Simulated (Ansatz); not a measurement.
Os under changes of volume

One of the cells (13.982 Å³/atom); the others are scaled copies at fixed shape and fractional positions:

```
CELL_PARAMETERS angstrom
2.73410 0.00000 0.00000
-1.36705 2.36780 0.00000
0.00000 0.00000 4.31970
ATOMIC_POSITIONS crystal
Os 0.66667 0.33333 0.75000
Os 0.33333 0.66667 0.25000
```

- Program: Ansatz 0.2.0
- Functional: r2SCAN
- Dispersion: rVV10
- Potentials or basis: Ansatz PAW
- Cutoff: 500 eV (not typed: the program's choice for these potentials)
- k mesh: 11 × 11 × 6
- Occupations: fermi-dirac, width 0.05 eV
- Spin: no spin polarisation

| volume (Å³/atom) | energy over the lowest point (meV/atom) | pressure (GPa) |
| --- | --- | --- |
| 13.143 | 64.73 | 28.7 |
| 13.423 | 24.95 | 17.2 |
| 13.703 | 4.06 | 7.0 |
| 13.982 | 0.00 | -2.1 |
| 14.262 | 10.94 | -10.2 |
| 14.542 | ? | ? |
| 14.821 | 71.40 | -23.8 |

Problem. What does the run at 14.542 Å³/atom give?

Solution. Energy over the lowest point 35.22 meV/atom; pressure -17.4 GPa.

Worked out: A Birch-Murnaghan fit of order 3 (a polynomial in V^(-2/3)) to the other rows has its minimum at 13.91 Å³/atom with B0 = V·E''(V) = 439 GPa and B' = 4.7 at fixed shape and positions, which overstates the stiffness. It gives 35.27 meV/atom at 14.542 Å³/atom, against the run's 35.22, and -dE/dV = -17.5 GPa, against -17.4.

Energies are extrapolated to zero smearing.

Caveats: the PAW data sets come from PBE, with cores solved anew for the run's functional, which leaves a small shift of forces and pressure.
